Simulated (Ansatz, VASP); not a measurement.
# One calculation of Ru, two programs

The input INCAR:

```
PREC = Accurate
ENCUT = 520
EDIFF = 1E-6
ISMEAR = -1
SIGMA = 0.05
LREAL = F
LASPH = T
NELM = 150
ALGO = Fast
ISIF = 2
LWAVE = F
LCHARG = F
MAGMOM = 0 0 0 0 0 0
LORBIT = 11
LSORBIT = T
GGA_COMPAT = F
LORBMOM = T
LMAXMIX = 4
GGA = PE
NBANDS = 40
```

KPOINTS

```
regular mesh
0
Gamma
  8 8 4
```

File POSCAR:

```
Ru
1.0
    2.7058000000      0.0000000000      0.0000000000
   -1.3529000000      2.3432915376      0.0000000000
    0.0000000000      0.0000000000      4.2819000000
Ru
2
Direct
    0.6666666667      0.3333333333      0.7500000000
    0.3333333333      0.6666666667      0.2500000000
```

input.yaml

```yaml
crystal:
  lattice:
    - [2.7058, 0.0, 0.0]
    - [-1.3529, 2.3432915376, 0.0]
    - [0.0, 0.0, 4.2819]
  atoms:
    - { symbol: Ru, position: [0.6666666667, 0.3333333333, 0.75] }
    - { symbol: Ru, position: [0.3333333333, 0.6666666667, 0.25] }
kpoints:
  mp_grid: { grid: [8, 8, 4] }
  band_path:
    path:
      - [0.0, 0.0, 0.0]
      - [0.5, 0.0, 0.0]
      - [0.3333333333, 0.3333333333, 0.0]
      - [0.0, 0.0, 0.0]
      - [0.0, 0.0, 0.5]
      - [0.5, 0.0, 0.5]
      - [0.3333333333, 0.3333333333, 0.5]
      - [0.0, 0.0, 0.5]
    npoints: 6
scf:
  occupations: { method: fermi_dirac, width: 0.05 }
hamiltonian:
  xc: pbe
  pseudopotentials: { kind: all_electron, lapw: { basis_error: 0.001 } }
magnetization:
  noncollinear: true
  spin_orbit: true
output:
  forces: true
  stress: true
  eigenvalues: true
```

Alike in both runs: functional PBE; k mesh 8 × 8 × 4; occupations fermi-dirac, width 0.05 eV; non-collinear spin, spin-orbit coupling.

|  | VASP | Ansatz |
| --- | --- | --- |
| version | VASP 6.6.1 | Ansatz 0.2.0 |
| potentials or method | VASP PAW PBE potentials, release 64 (Ru_pv) | all-electron LAPW, relativistic spinors |
| plane-wave cutoff (eV) | 520 | see its input |
| task | single point | band structure |

|  | VASP | Ansatz | Ansatz less VASP |
| --- | --- | --- | --- |
| gap on the k mesh at the Fermi level (eV) | none | none | - |
| pressure (GPa) | 4.6 | 4.5 | -0.14 |
| largest component of the traceless stress (GPa) | 0.60 | 0.63 | +0.034 |
| net moment per atom (μB) | 0.00 | 0.00 | 0.000 |

A gap of «none» marks a metal or a gap that the smearing closes. Ansatz ran all-electron here, so the differences hold the error of VASP's frozen core and of both bases.

Caveats: the k mesh is coarse (spacing up to 0.37 Å⁻¹), so the values aren't converged; the k mesh is thin for a metal, which can move the energy by tens of meV per atom (Ansatz).
